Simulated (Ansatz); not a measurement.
# Sr (dhcp type): how the settings move a single-point run

Aim: see which settings change the result for Sr (dhcp type), by how much, and at what cost.

Computed with Ansatz 0.2.0 (reference: DFT, PBE, norm-conserving pseudopotentials, Ansatz's default files, scalar-relativistic, unless a step's input says otherwise).

2 further runs of the same task are left out: 1 that didn't finish, 1 set aside as unsound or not needed.

### Step 1. The structure to begin with

It takes space group P6_3/mmc (No. 194, hexagonal). Conventional cell: a = 3.432 Å, b = 3.432 Å, c = 11.239 Å, α = 90.00°, β = 90.00°, γ = 120.00°. Sr (site symmetry -3m) is surrounded by 12 Sr at 3.43 to 3.44 Å. Around Sr (site symmetry -6m2) lie 12 Sr at 3.43 to 3.44 Å.

As a file:

```cif
data_structure
_symmetry_space_group_name_H-M 'P6_3/mmc'
_symmetry_Int_Tables_number 194
_cell_length_a 3.4322
_cell_length_b 3.4322
_cell_length_c 11.2389
_cell_angle_alpha 90.000
_cell_angle_beta 90.000
_cell_angle_gamma 120.000
_cell_volume 114.66
loop_
_atom_site_label
_atom_site_type_symbol
_atom_site_symmetry_multiplicity
_atom_site_Wyckoff_symbol
_atom_site_fract_x
_atom_site_fract_y
_atom_site_fract_z
_atom_site_occupancy
Sr1 Sr 2 a 0.00000 0.00000 0.00000 1
Sr2 Sr 2 c 0.33333 0.66667 0.25000 1
```

### Step 2. Baseline

File input.yaml:

```yaml
crystal:
  lattice:
    - [3.4321882608, 0.0, 0.0]
    - [-1.7160941304, 2.9723622244, 0.0]
    - [0.0, 0.0, 11.2388603119]
  atoms:
    - { symbol: Sr, position: [0.0, 0.0, 0.0] }
    - { symbol: Sr, position: [0.0, 0.0, 0.5] }
    - { symbol: Sr, position: [0.3333333333, 0.6666666667, 0.25] }
    - { symbol: Sr, position: [0.6666666667, 0.3333333333, 0.75] }
kpoints:
  mp_grid: { grid: [9, 9, 3] }
scf:
  occupations: { method: fermi_dirac, width: 0.08 }
hamiltonian:
  xc: pbe
  pseudopotentials: { kind: nc }
output:
  forces: true
  stress: true
  eigenvalues: true
```

Started as:

```sh
> ansatz run input.yaml --threads 1 --pin off --max-ram 3072MiB --backend cpu --events-out ev --progress --plain --runs-dir out
```

### Step 3. Changed: chi_scale 0.1

input.yaml, as its differences from that of step 2:

```diff
@@ -14,2 +14,3 @@
   occupations: { method: fermi_dirac, width: 0.08 }
+  initial_density: { chi_scale: 0.1 }
 hamiltonian:
```

Before running it: what results should come out? Wanted: for each run, ending; energy change; pressure; gap; force.

**Answer**, as computed:

```
             run     ending  energy change  pressure (GPa)  gap (eV)  force (eV/Å)  cycles  time
       reference  converged              0            19.7      0.00          0.00       7  11 s
1: chi_scale 0.1  converged   0.0 meV/atom            19.7      0.00          0.00       7  11 s
```

Residual by cycle in the longest SCF loop of each run; runs are numbered as in the table. The quantity is the density residual dr2, in eV.

```
cycle  reference    run 1
    1      0.182    0.182
    2     0.0761   0.0761
    3    0.00258  0.00258
    4     9.9e-4   9.9e-4
    5     4.4e-5   4.4e-5
    6     4.9e-7   4.9e-7
    7     6.1e-9   6.1e-9
```

Energy and cycle count are those of the reference, so the change (start) left the result and the number of cycles as they were. The structure is not at rest: the sound run finds 20 GPa, so these are no properties of the relaxed crystal. 
